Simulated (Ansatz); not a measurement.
Something may be wrong with this Ansatz 0.2.0 calculation of CdSe.

The input input.yaml:

```yaml
crystal:
  lattice:
    - [0.0, 2.9117775739, 2.9117775739]
    - [2.9117775739, 0.0, 2.9117775739]
    - [2.9117775739, 2.9117775739, 0.0]
  atoms:
    - { symbol: Cd, position_ang: [0.0, 0.0, 0.0] }
    - { symbol: Se, position_ang: [2.911777574, 2.911777574, 2.911777574] }
hamiltonian:
  xc: blyp
  pseudopotentials: { kind: paw_fr }
magnetization:
  noncollinear: true
  spin_orbit: true
kpoints:
  mp_grid: { grid: [8, 8, 8] }
scf:
  n_extra_bands: 6
  max_iter: 60
output:
  forces: true
  stress: true
  eigenvalues: true
  dos: { projected: false, de: 0.05, nscf_kmesh: { grid: [12, 12, 12] } }
```

Potentials or basis: Ansatz PAW.

The run is started by

```console
$ ansatz run input.yaml --threads 1 --pin off --max-ram 2560MiB --backend cpu --events-out ev --progress --plain --runs-dir out
```

Output:

```text
Error: YAML parse error: `scf.occupations.method` is required: fixed only where the cell keeps a band gap throughout the run, explicit beside scf.occupations.values (under evaluate: without them), else a smearing such as fermi_dirac (scf.occupations.width is optional; its entry in the input reference gives the default)
```

Problem. How did it end, and where is the flaw?

Solution. The program refused the input. The input holds a flaw that was put in on purpose: no occupation method (scf.occupations = left out).
